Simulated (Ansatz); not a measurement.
# Sn: the cost of one run

Program: Ansatz 0.2.0. Level of theory: DFT PBE, scalar-relativistic, plane waves, PAW. These are calculated values, not measurements.

**1. Starting point**

It takes space group C2/m (No. 12, monoclinic). Conventional cell: a = 6.969 Å, b = 6.383 Å, c = 3.447 Å, α = 90.00°, β = 110.41°, γ = 90.00°. Sn (site symmetry m) is surrounded by 6 Sn at 3.30 to 3.46 Å.

Structure file:

```cif
data_structure
_symmetry_space_group_name_H-M 'P 1'
_symmetry_Int_Tables_number 1
_cell_length_a 4.7251
_cell_length_b 4.7251
_cell_length_c 3.4469
_cell_angle_alpha 104.904
_cell_angle_beta 104.904
_cell_angle_gamma 84.968
_cell_volume 71.85
loop_
_atom_site_label
_atom_site_type_symbol
_atom_site_fract_x
_atom_site_fract_y
_atom_site_fract_z
_atom_site_occupancy
Sn1 Sn 0.25180 0.25180 0.14900 1
Sn2 Sn 0.74820 0.74820 0.85100 1
```

This is candidate A: Bi type (C2/m, No. 12).

(A quick probe on a coarse mesh, which set the mesh and smearing, is not shown.)

**3. A loose first relaxation (candidate A)**

File input.yaml:

```yaml
crystal:
  lattice:
    - [3.4846240755, -3.1912550506, 0.0]
    - [3.4846240755, 3.1912550506, 0.0]
    - [-1.2021570787, 0.0, 3.2304328921]
  atoms:
    - { symbol: Sn, position: [0.2518, 0.2518, 0.149] }
    - { symbol: Sn, position: [0.7482, 0.7482, 0.851] }
basis:
  ecutwfc: 420
kpoints:
  mp_grid: { grid: [4, 4, 6] }
hamiltonian:
  xc: pbe
scf:
  occupations: { method: gaussian, width: 0.1 }
  lower_state_search: "off"
output:
  forces: true
  stress: true
  eigenvalues: true
relax:
  adjacent_minimum: "off"
  f_tol: 0.04
  max_steps: 70
  cell: { stress_tol: 0.4 }
```

**Question.** How long does this run take on 1 thread of an x86-64 CPU, shared host, and how much memory does it need?

About 9 s, with a peak of 0.41 GiB.
